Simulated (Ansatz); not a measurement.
# TaN (Fm-3m) in Ansatz: further runs

The runs below take TaN through band structure, phonons, with LDA, PBE.

Program: Ansatz 0.2.0. These are calculated values, not measurements. Logs are shortened: lines on timing, memory, paths and dates and some standing lists are left out, and cuts for length are marked.

**1. Starting point**

The structure is cubic, space group Fm-3m (No. 225). Conventional cell: a = 4.423 Å, b = 4.423 Å, c = 4.423 Å, α = 90.00°, β = 90.00°, γ = 90.00°. Ta (site symmetry m-3m) has 6 N at 2.21 Å as nearest neighbours. Around N (site symmetry m-3m) lie 6 Ta at 2.21 Å.

The cell comes from a database or a generator and needn't be the stable form of this composition.

**2. Band structure, LDA**

input.yaml reads:

```yaml
crystal:
  lattice:
    - [0.0, 2.211323, 2.211323]
    - [2.211323, 0.0, 2.211323]
    - [2.211323, 2.211323, 0.0]
  atoms:
    - { symbol: Ta, position: [0.5, 0.5, 0.5] }
    - { symbol: "N", position: [0.0, 0.0, 0.0] }
kpoints:
  mp_grid: { grid: [10, 10, 10] }
  band_path:
    path:
      - [0.0, 0.0, 0.0]
      - [0.5, 0.0, 0.5]
      - [0.5, 0.25, 0.75]
      - [0.375, 0.375, 0.75]
      - [0.0, 0.0, 0.0]
      - [0.5, 0.5, 0.5]
      - [0.625, 0.25, 0.625]
      - [0.5, 0.25, 0.75]
    npoints: 6
scf:
  occupations: { method: fermi_dirac, width: 0.05 }
hamiltonian:
  xc: lda
  pseudopotentials: { kind: all_electron, lapw: { basis_error: 0.001 } }
output:
  forces: true
  stress: true
  eigenvalues: true
```

Potentials or basis: all-electron LAPW, scalar-relativistic.

Command:

```console
ansatz run input.yaml --threads 1 --pin off --max-ram 3072MiB --backend cpu --events-out ev --progress --plain --runs-dir out
```

Output:

```text
Warning: RAYON_NUM_THREADS=1 ignored (pool sized by the plan → 1); use --threads N
LAPW: plane waves up to 9.652 Å⁻¹, error target 1.0e-3 eV per atom; small_component_spin mean_spin; N in spheres of 0.937 Å, 7 of its electrons in bands, Dirac shells []; Ta in spheres of 1.274 Å, 43 of its electrons in bands, Dirac shells [] (how accurate: hamiltonian.pseudopotentials.lapw.basis_error, Limitations)
Engine: ansatz 0.2.0, x86_64-unknown-linux-gnu
Pseudopotentials: kind: all_electron
Pseudopotential: Ta, LAPW, valence charge 43, lapw/all_electron/scalar/gaussian/Ta, Koelling and Harmon's equation, gaussian nucleus
Pseudopotential: N, LAPW, valence charge 7, lapw/all_electron/scalar/gaussian/N, Koelling and Harmon's equation, gaussian nucleus
Functional definition: SPW92
  exchange = slater_x
  correlation = pw_c
Crystal: 2 atoms, lattice volume = 21.627 Å³
Basis set: ecut = 354.96823514045195 eV, 331 PW (Γ), exchange–correlation at level 2
Bands: 30, of which v1, the nominal top of the filled ones, is band 25 counted from 1 (24 counted from 0)
Symmetry: 48 space group operations
Space group: Fm-3m (ITA 225), of the structure as read, at distance tolerance 2.8e-5 Å
k-points: 47 of 1000
Non-local potential: Ta, projectors of the file, none
Non-local potential: N, projectors of the file, none
Initial density: superposition of atomic densities (chi_scale 0.1, normalization cell, long waves kept (reshape's long-wave potential 0.00 eV rms))
Initial wavefunctions: plane waves of lowest kinetic energy (no species holds an atomic orbital)
Functional: x = slater, c = lda
iter 1 solved again at ethr=8.24e-3 eV; its pass at ethr=1.00e-1 eV (dr2=4.12e0 eV) is discarded
SCF iter   1: F=—  HF=-425803.634107 eV  |F-HF|=—  |Δ(HF+E_count)|=         —  Δρ=1.24e-1  dr2=4.12e0  ethr=8.24e-3  ⟨swp⟩=2.0  Hψ=8950  notcnv=0
preconditioner: auto → none  [insulator: Δε(μ)=0.140 eV  Ē_g=22.929 eV  σ=0.050 eV  W_gap=0.51  n_scr=14 (ndim 8)  ℏωp=43.7 eV  f_vac=0.000  D(μ)=0.79/eV (n_scr^D=8)  ε∞_Penn≈4.6]
SCF iter   2: F=—  HF=-425802.893209 eV  |F-HF|=—  |Δ(HF+E_count)|=   7.41e-1  Δρ=8.33e-2  dr2=1.67e0  ethr=8.24e-3  ⟨swp⟩=3.0  Hψ=4246  notcnv=0
iter 3 solved again at ethr=1.21e-4 eV; its pass at ethr=3.33e-3 eV (dr2=6.04e-2 eV) is discarded
SCF iter   3: F=—  HF=-425801.882668 eV  |F-HF|=—  |Δ(HF+E_count)|=    1.01e0  Δρ=1.52e-2  dr2=6.05e-2  ethr=1.21e-4  ⟨swp⟩=2.0  Hψ=7140  notcnv=0
SCF iter   4: F=—  HF=-425801.874373 eV  |F-HF|=—  |Δ(HF+E_count)|=         —  Δρ=4.53e-3  dr2=5.33e-3  ethr=1.21e-4  ⟨swp⟩=2.0  Hψ=4463  notcnv=0
the basis was enlarged: its passes take 145.3 KiB over the memory plan, 1 of 1 planned eigensolver slots
SCF iter   5: F=—  HF=-425801.864459 eV  |F-HF|=—  |Δ(HF+E_count)|=   9.91e-3  Δρ=4.38e-3  dr2=5.24e-3  ethr=1.07e-5  ⟨swp⟩=2.0  Hψ=4249  notcnv=0
SCF iter   6: F=—  HF=-425801.862001 eV  |F-HF|=—  |Δ(HF+E_count)|=   2.46e-3  Δρ=2.34e-4  dr2=1.34e-5  ethr=1.05e-5  ⟨swp⟩=2.0  Hψ=4249  notcnv=0
SCF iter   7: F=—  HF=-425801.861987 eV  |F-HF|=—  |Δ(HF+E_count)|=   1.31e-5  Δρ=2.12e-5  dr2=2.33e-8  ethr=2.69e-8  ⟨swp⟩=2.1  Hψ=4254  notcnv=0
SCF iter   8: F=-425801.861987 eV  HF=-425801.861987 eV  |F-HF|=2.15e-9  |Δ(HF+E_count)|=   1.16e-8  Δρ=2.82e-6  dr2=1.21e-9  ethr=4.65e-11  ⟨swp⟩=3.0  Hψ=4454  notcnv=0
SCF 1 converged in 8 iterations: F = -425801.861987 eV  dr2 = 1.21e-9
NSCF: frozen V_eff on 43 k-points
SCF converged after 8 iterations
Free energy (F): -425801.861987 eV
Harris-Foulkes:  -425801.861987 eV  (|F-HF|=2.15e-9)
Internal energy: -425801.855676 eV  (E = F + TS)
E sigma→0 (E₀):  -425801.858832 eV
Entropy (-TS):   -0.006312 eV (-3.156 meV/atom)
Fermi energy:    26.136498 eV
--- Per-component energies (eV) ---
  E_band       = -4729.172974
  E_kinetic    = 474999.011040
  E_xc         = -8550.196318
  E_electrostatic = -892250.670398  (all electrons and nuclei)
  E_smearing   = -0.006312  (= −TS)
  E_closure    = 0.000000  (closes the sum)
  E_atoms      = -425779.748575  (free atoms, spherical and without spin; not in F)
  Σ components = -425801.861987   (vs F -425801.861987, Δ=0.00e0)
  Basis errors (estimates in eV, not in F): energy 3.5e-4 per atom: plane waves 3.1e-4 (1.7e-4 summed), levels above the bands 2.4e-78, relativity 1.1e-8, radial functions 3.8e-5, core shells 5.1e-7; eigenvalues (radial functions only) 4.0e-6; not estimated: angular momenta, meshes, grids; target (lapw.basis_error) 1.0e-3; muffin-tin radii N 0.937 Å, Ta 1.274 Å
--- Forces (eV/Å), atoms counted from 1 ---
  atom   1  Ta     0.00000000    -0.00000000     0.00000000
  atom   2  N     -0.00000000     0.00000000     0.00000000
  max |Σ_I F_I| component: 3.29e-31 eV/Å
--- Stress (GPa, compression-positive) ---
      -17.119001       0.000000       0.000000
        0.000000     -17.119001       0.000000
        0.000000       0.000000     -17.119001
  P = ⅓ Tr σ = -17.1190 GPa (-171.190 kbar)
--- Band table (eV; the first three rows and the last of 47) ---
  k-point 0: bands = ["-369.7374", "-369.7374", "-369.7374", "-348.9327", "-191.8366", "-191.8366", "-191.8097", "-191.8097", "-191.8097", "-43.3324", "-9.5848", "-9.5848", "-9.5848", "4.8346", "4.8346", "4.8346", "4.8769", "4.9052", "4.9052", "4.9052", "7.6431", "22.4073", "22.4073", "22.4073", "24.0329", "24.0329", "24.0329", "26.1142", "26.1142", "27.6418"]
  k-point 1: bands = ["-369.7374", "-369.7374", "-369.7374", "-348.9327", "-191.8366", "-191.8366", "-191.8097", "-191.8097", "-191.8097", "-43.3275", "-9.6672", "-9.5924", "-9.5924", "4.8308", "4.8380", "4.8380", "4.8795", "4.9016", "4.9016", "4.9054", "7.8812", "21.3147", "21.6604", "21.6604", "24.3853", "24.3853", "24.4687", "27.0248", "27.0248", "28.3251"]
  k-point 2: bands = ["-369.7374", "-369.7374", "-369.7374", "-348.9327", "-191.8366", "-191.8366", "-191.8097", "-191.8097", "-191.8097", "-43.3145", "-9.8772", "-9.6123", "-9.6123", "4.8215", "4.8466", "4.8466", "4.8863", "4.8926", "4.8926", "4.9058", "8.5323", "19.5103", "20.4773", "20.4773", "25.0168", "25.1811", "25.1811", "28.8822", "28.8822", "29.7490"]
  k-point 46: bands = ["-369.7374", "-369.7374", "-369.7374", "-348.9327", "-191.8366", "-191.8366", "-191.8097", "-191.8097", "-191.8097", "-43.2631", "-10.1320", "-10.0028", "-9.8755", "4.8513", "4.8624", "4.8635", "4.8699", "4.8731", "4.8735", "4.9135", "9.5100", "19.0176", "19.4424", "19.5582", "24.8411", "27.0168", "29.5608", "29.8360", "30.6320", "35.1867"]
```

It took 4.3 s on 1 thread of AMD EPYC 9R45 (Zen 5), shared host; peak memory 0.38 GiB.

Results:

| Quantity | Value |
| --- | --- |
| Free energy | -425801.8620 eV |
| Pressure | -17.1 GPa |
| Band gap along the path | none (metal or under the smearing width) |

Levels at the corners of the path, in eV from the Fermi level:
```csv
point,band 23,band 24,band 25,band 26,band 27,band 28
Γ,-3.73,-3.73,-2.10,-2.10,-2.10,-0.02
X,-5.37,-4.54,-4.54,1.98,3.41,3.41
W,-6.68,-6.68,-0.20,-0.20,3.43,3.92
K,-6.70,-6.08,-2.20,2.38,2.45,4.41
Γ,-3.73,-3.73,-2.10,-2.10,-2.10,-0.02
L,-7.46,-7.46,1.80,1.80,1.91,3.82
U,-6.70,-6.08,-2.20,2.38,2.45,4.41
W,-6.68,-6.68,-0.20,-0.20,3.43,3.92
```

Caveat: so large a pressure means that the cell lies far from this level's equilibrium, or that cutoff or potentials fall short; spin-orbit coupling is left out, which moves the levels of the heavy elements.

**3. Phonons, PBE**

input.yaml reads:

```yaml
crystal:
  lattice:
    - [0.0, 2.211323, 2.211323]
    - [2.211323, 0.0, 2.211323]
    - [2.211323, 2.211323, 0.0]
  atoms:
    - { symbol: Ta, position: [0.5, 0.5, 0.5] }
    - { symbol: "N", position: [0.0, 0.0, 0.0] }
kpoints:
  mp_grid: { grid: [7, 7, 7] }
scf:
  occupations: { method: fermi_dirac, width: 0.05 }
hamiltonian:
  xc: pbe
  pseudopotentials: { kind: all_electron, lapw: { basis_error: 0.001 } }
output: {}
phonons:
  method: fd
  supercell: [1, 1, 1]
```

Potentials or basis: all-electron LAPW, scalar-relativistic.

Command:

```console
ansatz run input.yaml --threads 1 --pin off --max-ram 3072MiB --backend cpu --events-out ev --progress --plain --runs-dir out
```

Output:

```text
Warning: RAYON_NUM_THREADS=1 ignored (pool sized by the plan → 1); use --threads N
LAPW: plane waves up to 9.994 Å⁻¹, error target 1.0e-3 eV per atom; small_component_spin mean_spin; N in spheres of 0.904 Å, 7 of its electrons in bands, Dirac shells []; Ta in spheres of 1.241 Å, 43 of its electrons in bands, Dirac shells [] (how accurate: hamiltonian.pseudopotentials.lapw.basis_error, Limitations)
[... 4 set-up lines as earlier in the session ...]
Functional definition: PBE
  parameter kappa = 0.804
  parameter beta = 0.06672455060314922
  exchange = pbe_x(kappa = kappa, mu = beta*pi^2/3)
  correlation = pbe_c(beta = beta)
[... 146 lines left out ...]
  max |Σ_I F_I| component: 1.41e-29 eV/Å
--- Band table (eV; the first three rows and the last of 20) ---
  k-point 0: bands = ["-370.3418", "-370.3418", "-370.3418", "-351.9634", "-191.9127", "-191.9127", "-191.8859", "-191.8859", "-191.8859", "-43.0320", "-9.2845", "-9.2845", "-9.2845", "5.1758", "5.1758", "5.1758", "5.2137", "5.2441", "5.2441", "5.2441", "7.8155", "22.7632", "22.7632", "22.7632", "24.4357", "24.4357", "24.4357", "26.5590", "26.5590", "27.8754", "35.6561", "50.2192", "50.2192", "50.2192", "52.1677"]
  k-point 1: bands = ["-370.3418", "-370.3418", "-370.3418", "-351.9634", "-191.9127", "-191.9127", "-191.8859", "-191.8859", "-191.8859", "-43.0223", "-9.4444", "-9.2993", "-9.2993", "5.1677", "5.1823", "5.1823", "5.2187", "5.2372", "5.2372", "5.2444", "8.2818", "20.9017", "21.5209", "21.5209", "25.0739", "25.0824", "25.0824", "28.1952", "28.1952", "29.1784", "37.0218", "45.9181", "47.3538", "47.3538", "52.8713"]
  k-point 2: bands = ["-370.3418", "-370.3418", "-370.3418", "-351.9634", "-191.9127", "-191.9127", "-191.8859", "-191.8859", "-191.8859", "-43.0004", "-9.7874", "-9.3326", "-9.3326", "5.1520", "5.1963", "5.1963", "5.2231", "5.2231", "5.2307", "5.2451", "9.4319", "18.3562", "20.0025", "20.0025", "26.0496", "26.5267", "26.5267", "31.0402", "31.0402", "31.1188", "38.5655", "42.6887", "42.6887", "43.5821", "51.4863"]
  k-point 19: bands = ["-370.3418", "-370.3418", "-370.3418", "-351.9634", "-191.9127", "-191.9127", "-191.8859", "-191.8859", "-191.8859", "-42.9645", "-9.7905", "-9.7641", "-9.5221", "5.1831", "5.2038", "5.2062", "5.2097", "5.2104", "5.2179", "5.2496", "9.7684", "18.7863", "19.7618", "19.9651", "25.6157", "27.1524", "29.6934", "30.6027", "31.3465", "35.9750", "37.5384", "38.2804", "41.7197", "45.6421", "46.3767"]
--- Phonons: 2 displaced members + reference (amplitude 0.0025 Å, Σ member SCF iterations 15) ---
  symmetry images taken by strict's conditions (phonons.symmetry_images: auto; settled by no image being taken that strict refuses)
  ASR residual: 7.186e-4 → 0.000e0 eV/Å²; symmetrization residual: 8.161e-4 eV/Å²
  largest component of a force at the reference: 1.4e-29 eV/Å
  ASR residual per site (eV/Å²): 4.36e-4 7.19e-4
  Γ frequencies (cm⁻¹): 0.00 0.00 0.00 250.15 250.15 250.15
  density of states and harmonic sums: on the 24×24×24 q-mesh, interpolated from the force constants of a 1×1×1 supercell (no non-analytic term)
  largest difference from the sums on the solved wave vectors: F 6.45e-1 eV, S 9.03e-4 and C_V 2.58e-4 eV/K
  zero-point energy: 0.056316 eV/cell   skipped modes (ω ≤ 0): 3   left out of the sums: 3.62e-5 of the cell's modes: C_V's classical limit lies that fraction below 3 k_B per atom; for a crystal, a wire or a layer, F and S can be off by more, and a phonons.interpolated_qmesh denser along its periods is the remedy for the sampling
```

Wall time 37 s (1 thread of AMD EPYC 9R45 (Zen 5), shared host); peak memory 0.38 GiB.

What came out:

```
Free energy                   : -426060.9188 eV
Band gap on the k mesh        : none (metal or under the smearing width)
Highest phonon frequency at Γ : 250 cm⁻¹
```

Phonon frequencies in cm⁻¹ (negative: imaginary):
```tsv
q point	frequencies
(0.000, 0.000, 0.000)	0 0 0 250 250 250
```

Caveat: the k mesh is thin for a metal, which can move the energy by tens of meV per atom; a metal's response needs a denser mesh. Spin-orbit coupling is left out, which matters for the levels of Ta.

**4. Phonons, LDA**

Edit input.yaml of step 3 so:

```diff
@@ -13,3 +13,3 @@
 hamiltonian:
-  xc: pbe
+  xc: lda
   pseudopotentials: { kind: all_electron, lapw: { basis_error: 0.001 } }
```

Potentials or basis: all-electron LAPW, scalar-relativistic.

Command:

```console
ansatz run input.yaml --threads 1 --pin off --max-ram 3072MiB --backend cpu --events-out ev --progress --plain --runs-dir out
```

Output:

```text
Warning: RAYON_NUM_THREADS=1 ignored (pool sized by the plan → 1); use --threads N
LAPW: plane waves up to 9.992 Å⁻¹, error target 1.0e-3 eV per atom; small_component_spin mean_spin; N in spheres of 0.904 Å, 7 of its electrons in bands, Dirac shells []; Ta in spheres of 1.240 Å, 43 of its electrons in bands, Dirac shells [] (how accurate: hamiltonian.pseudopotentials.lapw.basis_error, Limitations)
[... 5 set-up lines as earlier in the session ...]
[... 156 lines left out ...]
  k-point 19: bands = ["-369.7578", "-369.7578", "-369.7578", "-348.8936", "-191.8569", "-191.8569", "-191.8304", "-191.8304", "-191.8304", "-43.2842", "-10.1135", "-10.0864", "-9.8423", "4.8232", "4.8427", "4.8460", "4.8491", "4.8507", "4.8584", "4.8921", "9.6590", "18.4285", "19.4364", "19.6148", "25.2322", "26.7622", "29.2860", "30.2265", "30.8968", "35.4973", "37.1904", "37.9329", "41.3272", "45.2875", "46.0281"]
--- Phonons: 2 displaced members + reference (amplitude 0.0025 Å, Σ member SCF iterations 16) ---
  symmetry images taken by strict's conditions (phonons.symmetry_images: auto; settled by no image being taken that strict refuses)
  ASR residual: 3.046e-4 → 0.000e0 eV/Å²; symmetrization residual: 5.487e-5 eV/Å²
  largest component of a force at the reference: 1.2e-29 eV/Å
  ASR residual per site (eV/Å²): 8.96e-5 3.05e-4
  Γ frequencies (cm⁻¹): 0.00 0.00 0.00 215.76 215.76 215.76
  density of states and harmonic sums: on the 24×24×24 q-mesh, interpolated from the force constants of a 1×1×1 supercell (no non-analytic term)
  largest difference from the sums on the solved wave vectors: F 6.83e-1 eV, S 9.41e-4 and C_V 2.59e-4 eV/K
  zero-point energy: 0.048574 eV/cell   skipped modes (ω ≤ 0): 3   left out of the sums: 3.62e-5 of the cell's modes: C_V's classical limit lies that fraction below 3 k_B per atom; for a crystal, a wire or a layer, F and S can be off by more, and a phonons.interpolated_qmesh denser along its periods is the remedy for the sampling
```

phdos.tsv:

```text
# omega_inv_cm	omega_thz	g_bin_mean(omega)[modes/inv_cm]
# format = ansatz-phdos/2
# interpolated_qmesh = 24 24 24
# force_constants_supercell = 1 1 1
# lo_to_splitting: not included (the non-analytic LO-TO correction is not applied to the interpolated dynamical matrix; polar crystals: no LO-TO splitting at GAMMA, and LO and other optical branches, acoustic branches and sound speeds, and with them the density of states and the thermodynamics, can be off between the wave vectors that the force constants were sampled on, most near GAMMA; a larger extent of the force constants narrows that region and is not shown to mend the acoustic slopes)
# g_bin_mean(omega): the modes in a bin one row spacing wide, centred on omega, divided by that spacing. A flat band (one whose frequency is the same at every q-point) is counted whole in the row whose bin holds it (on the edge of two bins, in the lower row). The modes of the run's own cell are the sum of g_bin_mean times the row spacing in inv_cm (a plain sum, not the trapezoid rule); for a one-atom cell on a GAMMA-only q-mesh every row is zero, so that sum is 0, not 3
0.000000	0.000000	4.553661e-8
0.431513	0.012936	1.183952e-6
0.863025	0.025873	4.462588e-6
1.294538	0.038809	9.926982e-6
1.726050	0.051746	1.757713e-5
2.157563	0.064682	2.741304e-5
[... 493 lines left out ...]
215.324770	6.455274	2.660155e-2
215.756282	6.468211	4.725593e-3
```

Run time: 37 s. Hardware: 1 thread of AMD EPYC 9R45 (Zen 5), shared host; peak memory 0.38 GiB.

What came out:

- Free energy: -425801.8717 eV
- Band gap on the k mesh: none (metal or under the smearing width)
- Highest phonon frequency at Γ: 216 cm⁻¹

Phonon frequencies in cm⁻¹ (negative: imaginary):
| q point | frequencies |
| --- | --- |
| (0.000, 0.000, 0.000) | 0 0 0 216 216 216 |

Caveat: the k mesh is thin for a metal, which can move the energy by tens of meV per atom; a metal's response needs a denser mesh.

**5. Summary**

| task | level | k mesh | cutoff (eV) | gap on the mesh (eV) |
| --- | --- | --- | --- | --- |
| band structure | LDA | 10 × 10 × 10 | 355 | - |
| phonons | PBE | 7 × 7 × 7 | 381 | none |
| phonons | LDA | 7 × 7 × 7 | 380 | none |

Alike in all rows: potentials or basis all-electron LAPW, scalar-relativistic; no spin polarisation; cell as given; smearing fermi-dirac 0.05 eV; basis error allowed 0.001 eV/atom.

Caveats: the k mesh is thin for a metal, which can move the energy by tens of meV per atom (some runs); a metal's response needs a denser mesh (some runs); so large a pressure means that the cell lies far from this level's equilibrium, or that cutoff or potentials fall short (some runs); spin-orbit coupling is left out, which moves the levels of the heavy elements (some runs).

Compare energies only between runs with the same functional and basis.
